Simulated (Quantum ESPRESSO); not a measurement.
# MoP in Quantum ESPRESSO: convergence with density cutoff

Crystal: MoP.

```
Mo P
1.0
     3.22300    0.00000    0.00000
    -1.61150    2.79120    0.00000
     0.00000    0.00000    3.19100
Mo P
1 1
Cartesian
  0.0000 0.0000 0.0000
  0.0000 1.8608 1.5955
```

```yaml
Program: Quantum ESPRESSO 7.5
Task: single point
Functional: PBE
Potentials_or_basis: GBRV 1.5 PBE
Cutoff: 612 eV
Density_cutoff: 2449 eV
k_mesh: 10 × 10 × 8
Occupations: methfessel-paxton, width 0.05 eV
Spin: no spin polarisation
```

These are the settings of the first run; the series varies density cutoff, with any setting tied to it.

Hardware: 1 thread of Arm Neoverse V1 (shared host).

| density cutoff | energy less the tightest run, at zero smearing (meV/atom) | pressure (GPa) | SCF cycles | CPU time (s) | peak memory (GiB) |
| --- | --- | --- | --- | --- | --- |
| 180 Ry | -0.94 | 2.12 | 8 | 14 | 0.07 |
| 225 Ry | -1.43 | 2.11 | 8 | 14 | 0.08 |
| 270 Ry | -0.12 | 2.07 | 8 | 16 | 0.09 |
| 315 Ry | -0.15 | 2.05 | 8 | 16 | 0.11 |
| 360 Ry | -0.08 | 2.06 | 8 | 18 | 0.12 |
| 450 Ry | -0.07 | 2.05 | 8 | 19 | 0.15 |
| 540 Ry | -0.01 | 2.05 | 8 | 21 | 0.19 |
| 720 Ry | 0.00 | 2.05 | 8 | 25 | 0.27 |

Against the tightest run, the energy stays within 1 meV/atom from 270 Ry on; the pressure stays within 0.1 GPa from 180 Ry on. The tightest run that finished is the yardstick and may itself not be fully converged.
